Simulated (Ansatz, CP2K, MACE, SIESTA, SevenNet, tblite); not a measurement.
# Running NaBF4(111) slab with Pt (102 atoms) with SIESTA, part 2 of 2

Aim: run NaBF4(111) slab with Pt (102 atoms) in SIESTA and see how near its forces come to a plane-wave reference, and at what cost.

Program: SIESTA 5.4.2; the method stands at each step. Banners, paths, timers and routine set-up lines are dropped from the logs unmarked, and long logs keep their key lines alone; longer cuts are marked. The potentials were converted by us to PSML.

So far. Step 3 (PBE, TZP, shift 0.01 Ry, mesh 500 Ry): Against the first run (17 %), the force difference from the reference is 12 %, at 1.5 times the CPU time (on 4 against 2 cores), with 1670 basis functions against 1298: the larger basis brings the forces nearer. Step 4 (PBE, DZP, shift 0.01 Ry, mesh 100 Ry): Against the first run (17 %), the force difference from the reference is 17 %, at 0.20 times the CPU time: the change moves forces by 70 meV/Å r.m.s., so most of the difference comes from elsewhere.

## (5) PBEsol, DZP, shift 0.01 Ry, mesh 500 Ry

Method: Kohn-Sham DFT, PBEsol, PseudoDojo 0.4.1 norm-conserving pseudopotentials (converted to PSML), numerical atomic orbitals (DZP), diagonalisation.

The pseudopotential files are exchanged too: the .psml files are now those for PBEsol.

input.fdf reads:

```
SystemLabel cell
NumberOfAtoms 102
NumberOfSpecies 4
%block ChemicalSpeciesLabel
  1 11 Na
  2 5 B
  3 9 F
  4 78 Pt
%endblock ChemicalSpeciesLabel
LatticeConstant 1.0 Ang
%block LatticeVectors
  9.23781 0.00000 0.00000
  8.48932 16.48467 0.00000
  0.00000 0.00000 25.15200
%endblock LatticeVectors
PAO.BasisSize DZP
PAO.EnergyShift 0.01 Ry
XC.Functional GGA
XC.Authors PBEsol
MeshCutoff 500 Ry
%block kgrid_Monkhorst_Pack
  1 0 0 0.0
  0 1 0 0.0
  0 0 1 0.0
%endblock kgrid_Monkhorst_Pack
SolutionMethod diagon
OccupationFunction FD
ElectronicTemperature 580 K
SCF.Mixer.Method Pulay
SCF.Mixer.Weight 0.05
SCF.Mixer.History 8
SCF.Mix Hamiltonian
MaxSCFIterations 300
SCF.DM.Tolerance 1e-04
SCF.H.Tolerance 1.0e-3 eV
WriteForces T
Write.HirshfeldPop T
Write.VoronoiPop T
Write.DM F
Write.H F
XML.Write F
AtomicCoordinatesFormat Fractional
%block AtomicCoordinatesAndAtomicSpecies
[... 102 atom lines left out: the same atoms as in the first run ...]
%endblock AtomicCoordinatesAndAtomicSpecies
```

Run with:

```bash
$ OMP_NUM_THREADS=1 mpirun -np 2 siesta < input.fdf > output.txt
```

Output:

```text
Version         : 5.4.2
reinit: System Name:
reinit: System Label: cell
initatom: Reading input for the pseudopotentials and atomic orbitals ----------
Species number:   1 Atomic number:   11 Label: Na
Species number:   2 Atomic number:    5 Label: B
Species number:   3 Atomic number:    9 Label: F
Species number:   4 Atomic number:   78 Label: Pt
Ground state valence configuration (from tables):   3s01  3p00  3d00  4f00
Ground state valence configuration (from tables):   2s02  2p01  3d00  4f00
Ground state valence configuration (from tables):   2s02  2p05  3d00  4f00
Ground state valence configuration (from tables):   6s01  6p00  5d09  5f00
---- Processing specs for species: Na
GGA--PBEsol XC_GGA_X_PBE_SOL--XC_GGA_C_PBE_SOL ps
[... lines left out ...]
stepf: Fermi-Dirac step function
        iscf     Eharris(eV)        E_KS(eV)     FreeEng(eV)     dDmax    Ef(eV) dHmax(eV)
[... lines left out ...]
SCF Convergence by DM+H criterion
[... lines left out ...]
SCF cycle converged after 52 iterations
[... lines left out ...]
   Max   11.059847
[... lines left out ...]
   Max   11.059847    constrained
Stress tensor Voigt[x,y,z,yz,xz,xy] (kbar):       10.18       11.69       -3.54        2.76       -2.90        1.02
[... lines left out ...]
siesta: FreeEng =    -85233.514076
[... lines left out ...]
siesta:       Ion-ion =  234217.388345
siesta:         Total =  -85233.174613
siesta:         Fermi =      -4.240522
siesta: Stress tensor (static) (eV/Ang**3):
siesta:     0.006351    0.000636   -0.001811
siesta:     0.000636    0.007295    0.001724
siesta:    -0.001811    0.001724   -0.002209
siesta: Cell volume =       3830.203136 Ang**3
siesta: Pressure (static):
siesta:                Solid            Molecule  Units
siesta:          -0.00004152         -0.00000021  Ry/Bohr**3
siesta:          -0.00381221         -0.00001920  eV/Ang**3
siesta:          -6.10783483         -0.03075730  kBar
    Orbital volume contribution        =          43.737313 eV
    (Free)E + p_basis*V_orbitals       =      -85189.776763 eV
    (Free)Eharris+ p_basis*V_orbitals  =      -85189.776764 eV
siesta: Electric dipole (a.u.)  =    0.000000    0.000000    3.345887
siesta: Electric dipole (Debye) =    0.000000    0.000000    8.504397
Hirshfeld Atomic Populations:
Atom #   charge [q] valence [e]  Species
     1     0.265217    8.734783  Na
     2     0.159335    8.840665  Na
     3     0.256829    8.743171  Na
[...]
5     0.129423    2.870577  B
     6     0.325350    2.674650  B
     7     0.154325    2.845675  B
[...]
9    -0.060832    7.060832  F
    10    -0.070140    7.070140  F
    11    -0.470845    7.470845  F
[...]
97     0.154302   17.845698  Pt
    98     0.162046   17.837954  Pt
    99     0.126955   17.873045  Pt
[...]
--------------------
 Total     0.000004
Voronoi Atomic Populations:
Atom #   charge [q] valence [e]  Species
[...]
75     0.149075    8.850925  Na
    76     0.158345    8.841655  Na
[...]
79     0.234480    2.765520  B
    80     0.244801    2.755199  B
[...]
95    -0.061285    7.061285  F
    96    -0.105935    7.105935  F
[...]
101     0.106815   17.893185  Pt
   102     0.047330   17.952670  Pt
--------------------
 Total     0.000004
```

Wall time 9.3 min (2 MPI ranks of Arm Neoverse V1, shared host); peak memory 3 GiB; 19 min of CPU time.

Numbers from this run, and their distance from the reference:

* r.m.s. force component: 1.837 eV/Å
* r.m.s. difference of force components: 249.3 meV/Å
* longest difference of force vectors: 972.4 meV/Å
* force difference over r.m.s. force: 13.47 %
* slope of forces against the reference's: 0.9834
* correlation of force components: 0.9909

Against the first run (17 %), the force difference from the reference is 13 %, at 0.96 times the CPU time; another functional landing nearer a PBE reference means that errors partly cancel.

## (6) The ladder

Differences are against the plane-wave reference, forces as r.m.s. over components; share is that over the reference's r.m.s. force, slope the least-squares factor from reference forces to these. Total energies of different programs have different zeros and aren't compared.

| run | Δ force, r.m.s. (meV/Å) | share (%) | slope | cores | CPU time | memory (GiB) |
| --- | --- | --- | --- | --- | --- | --- |
| reference | - | - | - | 4 | 8.4 min | 5.0 |
| SIESTA PBE, DZP, shift 0.01 Ry, mesh 500 Ry | 306 | 16.6 | 1.001 | 2 | 19 min | 3.0 |
| SIESTA PBE, TZP, shift 0.01 Ry, mesh 500 Ry | 224 | 12.1 | 1.006 | 4 | 29 min | 3.6 |
| SIESTA PBE, DZP, shift 0.01 Ry, mesh 100 Ry (coarse) | 316 | 17.1 | 0.999 | 2 | 3.9 min | 0.66 |
| SIESTA PBEsol, DZP, shift 0.01 Ry, mesh 500 Ry | 249 | 13.5 | 0.983 | 2 | 19 min | 3.0 |

Rows marked coarse were listed beforehand as settings not expected to be converged; some can still land near the reference.

CPU time is summed over cores on a shared host, where runs went side by side, so it is rough. Symmetry, cutoffs, thresholds, outputs and thread counts weren't matched or tuned between programs; memory under MPI is the largest rank's times the ranks.

Mean charges by element (e), by run and scheme:

| run | scheme | Na | B | F | Pt |
| --- | --- | --- | --- | --- | --- |
| reference | Löwdin | +0.81 | +0.85 | -0.37 | +0.13 |
| SIESTA PBE, DZP, shift 0.01 Ry, mesh 500 Ry | Hirshfeld | +0.19 | +0.22 | -0.11 | +0.11 |
| SIESTA PBE, TZP, shift 0.01 Ry, mesh 500 Ry | Hirshfeld | +0.20 | +0.23 | -0.12 | +0.11 |
| SIESTA PBEsol, DZP, shift 0.01 Ry, mesh 500 Ry | Hirshfeld | +0.18 | +0.21 | -0.11 | +0.10 |

The reference's Löwdin charges lack the electrons that the projection spills, 0.036 e an atom on average.

Within one program, basis, potentials and functional, energies share a zero. Each run against its twin at the usual cutoff or grid and solver:

| run | twin | Δ energy (meV/atom) | Δ force, r.m.s. (meV/Å) | CPU time over the twin's |
| --- | --- | --- | --- | --- |
| SIESTA PBE, DZP, shift 0.01 Ry, mesh 100 Ry | DZP, shift 0.01 Ry, mesh 500 Ry | -28.1 | 70.1 | 0.20 |

## (7) Outcome

```yaml
nearest_in_forces: SIESTA PBE, TZP, shift 0.01 Ry, mesh 500 Ry, 12 %
its_cpu_time: 29 min
```

The PBE runs in local orbitals, coarse settings apart, differ by 12 % (SIESTA PBE, TZP, shift 0.01 Ry, mesh 500 Ry) to 17 % (SIESTA PBE, DZP, shift 0.01 Ry, mesh 500 Ry); basis, grid and potentials can all enter. Rows with another functional or a dispersion term differ by 13 % (SIESTA PBEsol, DZP, shift 0.01 Ry, mesh 500 Ry), which mixes the change of model with differences of basis and potentials. Runs with settings chosen to be coarse differ by 17 % (SIESTA PBE, DZP, shift 0.01 Ry, mesh 100 Ry), their programs' other errors included. One electronic-structure run takes under half the reference's CPU time: SIESTA PBE, DZP, shift 0.01 Ry, mesh 100 Ry, at 17 % in 3.9 min against 8.4 min. Charges hang on scheme and program or settings: among these rows the mean for B runs from +0.21 to +0.85 e. The published positions, changed by the recipe (random displacements or longer bonds to H), lie far from the minimum at this level of theory. The electronic-structure runs sample only Γ, in a cell whose shortest periodic width is 8 Å, which is coarse for a cell with partly filled levels. Spin–orbit coupling is left out, which matters for the levels of the heavy elements.

[Also dropped from logs without a mark: logging warnings of Python, and SIESTA's first energy breakdown and zero terms.]

[Logs are printed without paths, hosts, clocks, repeated set-up lines and the standing remarks that a program may print on its own settings, such as how far it seeks lower states.]

[Hosts, paths, dates, database ids (printed as entryN), source tags and the programs' standing remarks are cut or masked in the printed files.]
